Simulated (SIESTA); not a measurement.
**TiTe2 in SIESTA: convergence with Tolerance**

The system is TiTe2.

```
Te Ti
1.0
     3.77700    0.00000    0.00000
    -1.88850    3.27098    0.00000
     0.00000    0.00000    6.49800
Te Ti
2 1
Direct
  0.33883 0.66074 0.74191
  0.66739 0.33800 0.26724
  0.99875 0.99981 0.00240
```

The cell isn't the ideal one: atoms moved at random, drawn with an rms of 0.05 Å.

```yaml
Program: SIESTA 5.4.2
Task: single point
Functional: PBE
Potentials_or_basis: PseudoDojo 0.4 standard (PBE files)
Basis: DZP (energy shift 0.003 Ry; two zetas on semicore shells)
Grid_cutoff: 800 Ry
Energy_shift: 0.003 Ry
k_mesh: 6 × 6 × 3
Occupations: fermi-dirac, width 0.05 eV
Spin: no spin polarisation
```

These are the settings of the first run; the series varies Tolerance, with any setting tied to it.

Hardware: 1 thread of Intel(R) Xeon(R) 6975P-C (Granite Rapids) (shared host).

Q: The values tried are 0.1, 0.01, 0.001, 0.0001, 1e-05, 1e-06, loosest first. From which on does the largest force stay within 0.005 eV/Å of the tightest run that finished?

A: From 0.01 on.

```tsv
Tolerance	energy less the tightest run, at zero smearing (meV/atom)	pressure (GPa)	largest force (eV/Å)	SCF cycles	CPU time (s)	peak memory (GiB)
0.1	1.62	1.63	0.252	4	33	0.45
0.01	0.02	1.86	0.268	6	39	0.46
0.001	0.00	1.87	0.269	8	45	0.46
0.0001	0.00	1.88	0.269	11	52	0.46
1e-05	0.00	1.88	0.269	12	56	0.46
1e-06	0.00	1.88	0.269	13	59	0.46
```

Against the tightest run, the energy stays within 1 meV/atom from 0.01 on; the pressure stays within 0.1 GPa from 0.01 on. The tightest run that finished is the yardstick and may itself not be fully converged.

Caveat, for the tightest run too: the basis of atomic orbitals isn't converged, which shifts pressures, moduli and gaps. Spin-orbit coupling is left out, which matters for the levels of Te.
